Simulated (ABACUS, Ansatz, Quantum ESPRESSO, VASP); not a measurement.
## Equation of state of KMgF3 under PBE

```yaml
crystal:
  lattice:
    - [3.98590, 0.00000, 0.00000]
    - [0.00000, 3.98590, 0.00000]
    - [0.00000, 0.00000, 3.98590]
  atoms:
    - { symbol: K, position: [0.50000, 0.50000, 0.50000] }
    - { symbol: Mg, position: [0.00000, 0.00000, 0.00000] }
    - { symbol: F, position: [0.00000, 0.00000, 0.50000] }
    - { symbol: F, position: [0.00000, 0.50000, 0.00000] }
    - { symbol: F, position: [0.50000, 0.00000, 0.00000] }
```

The cell was scaled at fixed shape and fractions and run with Ansatz, Ansatz PAW, cutoff 420 eV; PBE, k mesh 7 × 7 × 7 on the cell of 5 atoms, fermi-dirac occupations of 0.05 eV, no spin polarisation, no spin-orbit coupling. Energies are those that the program minimises, any entropy of the smearing included.

```tsv
V (Å³/atom)	energy over the lowest row (meV/atom)
11.9052	38.37
12.1585	24.92
12.4118	14.67
12.6651	?
12.9184	2.61
13.1717	0.23
13.4250	0.00
```

Problem. Fit the third-order Birch-Murnaghan form, give V0, B0 and B′, and predict the energy left open.

Solution. With y = (V0/V)^(2/3), E = E0 + (9 V0 B0/16) [(y - 1)³ B′ + (y - 1)² (6 - 4y)]. Least squares through the rows shown give V0 = 13.3271 Å³/atom, E0 = -0.15 meV, B0 = 66.61 GPa (1 eV/Å³ = 160.218 GPa) and B′ = 4.33, with a largest miss of 0.01 meV. At V = 12.6651 the form with these constants gives 7.33 meV; the run gave 7.37 meV an atom. Other set-ups at this level, from all their volumes (Å³/atom, GPa): ABACUS, PseudoDojo NC SR 0.4.1 PBE standard, plane waves: V0 13.300, B0 66.14; Quantum ESPRESSO, SSSP 1.3 efficiency PBE: V0 13.283, B0 67.63; VASP, PBE PAW files F, K_sv, Mg, 520 eV: V0 13.306, B0 66.82.
